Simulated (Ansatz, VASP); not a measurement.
**C in VASP and in Ansatz**

Contents of INCAR:

```
SYSTEM = C
ALGO = Normal
EDIFF = 1E-7
ENCUT = 520
GGA = PS
ISIF = 2
ISMEAR = 0
LASPH = .TRUE.
LCHARG = .FALSE.
LREAL = .FALSE.
LWAVE = .FALSE.
NBANDS = 11
NELM = 80
PREC = Accurate
SIGMA = 0.05
```

Contents of KPOINTS:

```
k-points
0
G
  12 12 12
  0 0 0
```

The input POSCAR:

```
C
1.0
    0.0000000000      1.7058284293      1.6347522448
    1.7058284293      0.0000000000      1.6347522448
    1.7058284293      1.7058284293      0.0000000000
C
2
Direct
    0.5000000000      0.5000000000      0.5000000000
    0.7500000000      0.7500000000      0.7500000000
```

Input for Ansatz:

```yaml
crystal:
  lattice:
    - [0.0, 1.7058284293, 1.6347522448]
    - [1.7058284293, 0.0, 1.6347522448]
    - [1.7058284293, 1.7058284293, 0.0]
  atoms:
    - { symbol: C, position: [0.5, 0.5, 0.5] }
    - { symbol: C, position: [0.75, 0.75, 0.75] }
basis:
  ecutwfc: 420
kpoints:
  mp_grid: { grid: [12, 12, 12] }
hamiltonian:
  xc: pbesol
scf:
  occupations: { method: gaussian, width: 0.05 }
output:
  forces: true
  stress: true
  eigenvalues: true
```

Change from the starting cell: strain -0.040 along x and y, -0.080 along z, atoms carried along.

Alike in both runs: task single point; functional PBEsol; k mesh 12 × 12 × 12; occupations gaussian, width 0.05 eV; no spin polarisation.

|  | VASP | Ansatz |
| --- | --- | --- |
| version | VASP 6.6.1 | Ansatz 0.2.0 |
| potentials or method | VASP PAW PBE potentials, release 64 (C) | scalar-relativistic, plane waves, PAW |
| plane-wave cutoff (eV) | 520 | 420 |
| valence electrons in the cell | 8 | 8 |

|  | VASP | Ansatz | Ansatz less VASP |
| --- | --- | --- | --- |
| gap on the k mesh at the Fermi level (eV) | 3.24 | 3.26 | +0.014 |
| least direct gap on the mesh (eV) | 5.21 | 5.22 | +0.008 |
| pressure (GPa) | 102.0 | 100.0 | -1.98 |
| largest component of the traceless stress (GPa) | 29.56 | 29.61 | +0.051 |

With one functional, cell and mesh, what is left measures potentials, basis and numerics.

Caveats: the cell as given lies far from equilibrium; so large a pressure means that the cell lies far from this level's equilibrium, or that cutoff or potentials fall short (VASP); the potentials were made for another functional, which shifts forces and pressure (VASP). A k mesh can miss the band edges.
